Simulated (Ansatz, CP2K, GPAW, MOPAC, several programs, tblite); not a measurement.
**Many methods on one cell: KNbO₃ (P4mm)**

A 5-atom cell of KNbO₃ started from a crystallographic database, relaxed with r2SCAN in Ansatz, was computed with several methods. The symmetry is P4mm (No. 99, tetragonal); conventional cell a = 3.975 Å, c = 4.107 Å, 12.98 Å³ an atom. K is surrounded by 12 O at 2.78–2.94 Å; Nb is surrounded by 6 O at 1.85–2.26 Å; O is surrounded by 2 Nb at 1.85–2.26 Å and 4 K at 2.81 Å; O is surrounded by 2 Nb at 2.00 Å and 4 K at 2.78–2.94 Å. The values are computed, spin-unpolarised, and not measurements.

```
K Nb O
1.0
     3.97524    0.00000    0.00000
     0.00000    3.97524    0.00000
     0.00000    0.00000    4.10729
K Nb O
1 1 3
Direct
  0.00000 0.00000 0.01448
  0.50000 0.50000 0.49723
  0.50000 0.50000 0.04796
  0.50000 0.00000 0.54116
  0.00000 0.50000 0.54116
```

Gaps and times are for a single point on this cell; volume and bulk modulus come from each method's own relaxation or energy curve at fixed shape, which is too stiff where a cell has free coordinates or axes. Times are rough, from shared hosts (Arm Neoverse V2), and each method has its own mesh and cell size. A double dagger marks a value from a curve with shape and coordinates held. GFN1-xTB (tblite): levels, charges or heat of formation failed a check of plausibility, so no values are given. PM6 (MOPAC), PM7 (MOPAC), GFN1-xTB (tblite) treat a cluster of cells at its zone centre, which samples few k points: where these miss a band edge, the gap comes out too large for that reason alone. Gaps from k meshes are read at a limited set of points (mesh, symmetry points, PBE's band edges), so each method's own least gap may be somewhat smaller. xTB and the PM methods were fitted mostly to molecules, and can miss a solid's gap by electronvolts. Minimal bases can be far off for gaps. GLLB-SC's gap includes the derivative discontinuity. d marks a direct gap, i an indirect one (no mark: not told apart), a dash a value that wasn't computed or didn't pass its checks.

```json
{"method": "light PBE (260 eV, its own mesh)", "kind": "light plane-wave", "gap (eV)": "1.45 i", "own volume (Å³/atom)": "–", "bulk modulus (GPa)": "–", "atoms computed": "5", "processor time": "0.93 s"}
{"method": "GFN1-xTB (tblite)", "kind": "tight binding", "gap (eV)": "–", "own volume (Å³/atom)": "–", "bulk modulus (GPa)": "–", "atoms computed": "90", "processor time": "4.4 s"}
{"method": "PM7 (MOPAC)", "kind": "semi-empirical", "gap (eV)": "6.11", "own volume (Å³/atom)": "11.91‡", "bulk modulus (GPa)": "297‡", "atoms computed": "90", "processor time": "5.5 s"}
{"method": "PBE", "kind": "semilocal", "gap (eV)": "1.62 i", "own volume (Å³/atom)": "13.46", "bulk modulus (GPa)": "165‡", "atoms computed": "5", "processor time": "6.5 s"}
{"method": "PM6 (MOPAC)", "kind": "semi-empirical", "gap (eV)": "9.27", "own volume (Å³/atom)": "–", "bulk modulus (GPa)": "–", "atoms computed": "90", "processor time": "6.6 s"}
{"method": "r2SCAN", "kind": "semilocal", "gap (eV)": "2.00 i", "own volume (Å³/atom)": "12.98", "bulk modulus (GPa)": "188‡", "atoms computed": "5", "processor time": "14 s"}
{"method": "PBE/SZV (CP2K)", "kind": "small basis", "gap (eV)": "0.71 i", "own volume (Å³/atom)": "13.90‡", "bulk modulus (GPa)": "161‡", "atoms computed": "5", "processor time": "15 s"}
{"method": "GLLB-SC (GPAW)", "kind": "model potential", "gap (eV)": "3.62", "own volume (Å³/atom)": "–", "bulk modulus (GPa)": "–", "atoms computed": "5", "processor time": "17 s"}
{"method": "PBE/DZVP (CP2K)", "kind": "small basis", "gap (eV)": "1.50 i", "own volume (Å³/atom)": "13.32‡", "bulk modulus (GPa)": "169‡", "atoms computed": "5", "processor time": "47 s"}
```

Against r2SCAN (2.00 eV) the nearest gap at the points sampled is that of PBE (-0.38 eV) and the farthest that of PM6 (MOPAC) (+7.27 eV). r2SCAN is only a yardstick of convenience: semilocal gaps usually lie below measured ones, which GLLB-SC and hybrids aim to mend.

Volumes against r2SCAN's: PBE +3.7 %.

Runs without a result: GFN2-xTB (tblite) (single point).

Spin-orbit coupling is left out.
